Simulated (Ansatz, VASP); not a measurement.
Two plane-wave programs on SrO

Contents of INCAR:

```
  PREC = Accurate
  ENCUT = 520
  EDIFF = 1E-6
  ISMEAR = 1
  SIGMA = 0.2
  LREAL = F
  LASPH = T
  NELM = 80
  ALGO = Normal
  ISIF = 2
  LWAVE = F
  LCHARG = T
  GGA = PE
  LELF = T
  LVHAR = T
  NBANDS = 15
```

File KPOINTS:

```
regular mesh
0
Gamma
  6 6 6
```

File POSCAR:

```
SrO
1.0
    3.1028650671      0.0000000000      0.0000000000
    0.0000000000      3.1028650671      0.0000000000
    0.0000000000      0.0000000000      3.1028650671
Sr O
1 1
Direct
    0.0000000000      0.0000000000      0.0000000000
    0.5000000000      0.5000000000      0.5000000000
```

Input for Ansatz:

```yaml
crystal:
  lattice:
    - [3.1028650671, 0.0, 0.0]
    - [0.0, 3.1028650671, 0.0]
    - [0.0, 0.0, 3.1028650671]
  atoms:
    - { symbol: Sr, position: [0.0, 0.0, 0.0] }
    - { symbol: O, position: [0.5, 0.5, 0.5] }
kpoints:
  mp_grid: { grid: [6, 6, 6] }
hamiltonian:
  xc: pbe
scf:
  occupations: { method: cold, width: 0.2 }
  n_extra_bands: 4
output:
  forces: true
  stress: true
  eigenvalues: true
```

Alike in both runs: task single point; functional PBE; k mesh 6 × 6 × 6; no spin polarisation.

```csv
,VASP,Ansatz
version,VASP 6.6.1,Ansatz 0.2.0
potentials or method,"VASP PAW PBE potentials, release 64 (Sr_sv, O)",plane waves
plane-wave cutoff (eV),520,420
occupations,"methfessel-paxton of order 1, width 0.2 eV","cold, width 0.2 eV"
valence electrons in the cell,16,16
```

```csv
,VASP,Ansatz,Ansatz less VASP
gap on the k mesh at the Fermi level (eV),2.75,2.80,+0.054
pressure (GPa),3.6,2.8,-0.77
```

A k mesh can miss the band edges. PBE gaps usually lie below the measured ones, often by a third to a half.
